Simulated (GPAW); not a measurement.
AlN: band structure with revTPSS

AlN:

```xyz
2
Lattice="0.0000 2.1840 2.1840 2.1840 0.0000 2.1840 2.1840 2.1840 0.0000" Properties=species:S:1:pos:R:3 pbc="T T T"
Al    0.0000    0.0000    0.0000
N     3.2760    3.2760    3.2760
```

Measurements of this composition are mostly on another form, of space group No. 186.

```
Program             : GPAW 26.7.0
Task                : band structure
Functional          : revTPSS
Potentials or basis : GPAW PAW data sets (gpaw-data 1.2.1)
Cutoff              : 800 eV
Basis               : pw
k mesh              : 10 × 10 × 10
Occupations         : fermi-dirac, width 0.05 eV
Spin                : no spin polarisation
Eigensolver         : davidson
Maxiter             : 150
Band path           : GXWKGLUWLK,UX
Band points         : 80
```

```
Pressure                : 4.2 GPa
Band gap on the k mesh  : 3.19 eV, indirect (least direct gap 4.12 eV)
Band gap along the path : 3.19 eV, indirect (least direct gap 4.12 eV)
```

Levels at the corners of the path, in eV from the valence-band top:
```tsv
point	band 1	band 2	band 3	band 4	band 5	band 6
Γ	-15.49	0.00	0.00	0.00	4.12	12.94
X	-12.83	-4.98	-1.81	-1.81	3.19	8.78
W	-12.78	-3.81	-3.54	-2.78	5.99	11.53
K	-12.85	-4.32	-3.74	-1.40	5.09	10.28
Γ	-15.49	0.00	0.00	0.00	4.12	12.94
L	-13.46	-5.99	-0.48	-0.48	7.51	9.86
U	-12.85	-4.32	-3.74	-1.40	5.09	10.28
W	-12.78	-3.81	-3.54	-2.78	5.99	11.53
L	-13.46	-5.99	-0.48	-0.48	7.51	9.86
K	-12.85	-4.32	-3.74	-1.40	5.09	10.28
U	-12.85	-4.32	-3.74	-1.40	5.09	10.28
X	-12.83	-4.98	-1.81	-1.81	3.19	8.78
```

Wall time 93 s on 1 thread of AMD EPYC 7B13 (Zen 3), on a shared host, peak memory 0.25 GiB.

Caveat: the PAW data sets were made with another functional, which shifts forces and pressure a little.
